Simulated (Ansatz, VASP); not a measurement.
This is a calculation of Hf for Ansatz 0.2.0.

input.yaml

```yaml
crystal:
  lattice:
    - [3.2593963094, 0.0, 0.0]
    - [-1.6296981547, 2.822720005, 0.0]
    - [0.0, 0.0, 5.1569977332]
  atoms:
    - { symbol: Hf, position: [0.6666666667, 0.3333333333, 0.75] }
    - { symbol: Hf, position: [0.3333333333, 0.6666666667, 0.25] }
kpoints:
  mp_grid: { grid: [10, 10, 5] }
scf:
  occupations: { method: fermi_dirac, width: 0.05 }
hamiltonian:
  xc: pbe
  pseudopotentials: { kind: all_electron, lapw: { basis_error: 0.0005 } }
output:
  forces: true
  stress: true
  eigenvalues: true
```

Potentials or basis: all-electron LAPW, scalar-relativistic.

Command:

```bash
$ ansatz run input.yaml --threads 1 --pin off --max-ram 2560MiB --backend cpu --events-out ev --progress --plain --runs-dir out
```

Problem. Set up the same calculation for VASP 6.6.1. Potentials there: VASP PAW PBE potentials, release 64 (Hf_pv).

Solution. As run (the cutoff follows the program's own potentials):

INCAR

```
SYSTEM = Hf
PREC     = Accurate       ! precision mode
ENCUT    = 520            ! plane-wave cutoff, eV
EDIFF    = 1E-6           ! SCF threshold, eV
ISMEAR   = -1             ! smearing method
SIGMA    = 0.05           ! smearing width, eV
LREAL    = .FALSE.        ! projectors in reciprocal space
LASPH    = .TRUE.         ! aspherical terms in the spheres
NELM     = 60             ! most SCF steps
ALGO     = Fast           ! electronic algorithm
ISIF     = 2              ! what is computed and relaxed
LWAVE    = .FALSE.        ! write WAVECAR
LCHARG   = .TRUE.         ! write CHGCAR
GGA      = PE             ! functional
LELF     = .TRUE.         ! ELF
LVHAR    = .TRUE.       
NBANDS   = 17             ! bands
```

Contents of KPOINTS:

```
regular mesh
0
G
  10 10 5
  0 0 0
```

POSCAR

```
Hf
1.0
    3.2593963094      0.0000000000      0.0000000000
   -1.6296981547      2.8227200050      0.0000000000
    0.0000000000      0.0000000000      5.1569977332
Hf
2
Direct
    0.6666666667      0.3333333333      0.7500000000
    0.3333333333      0.6666666667      0.2500000000
```

Potentials or basis: VASP PAW PBE potentials, release 64 (Hf_pv).

The run is started by

```console
$ cat potpaw_PBE.64/Hf_pv/POTCAR > POTCAR
$ mpirun -np 1 vasp_std > vasp.out
```

Both were run:

|  | VASP | Ansatz | Ansatz less VASP |
| --- | --- | --- | --- |
| gap on the k mesh at the Fermi level (eV) | none | none | - |
| pressure (GPa) | -5.6 | -5.1 | +0.44 |
| largest component of the traceless stress (GPa) | 0.45 | 0.39 | -0.055 |

A gap of «none» marks a metal or a gap that the smearing closes. Ansatz ran all-electron here, so the differences hold the error of VASP's frozen core and of both bases.

The runs have no spin-orbit coupling, so splittings on Hf are missing.
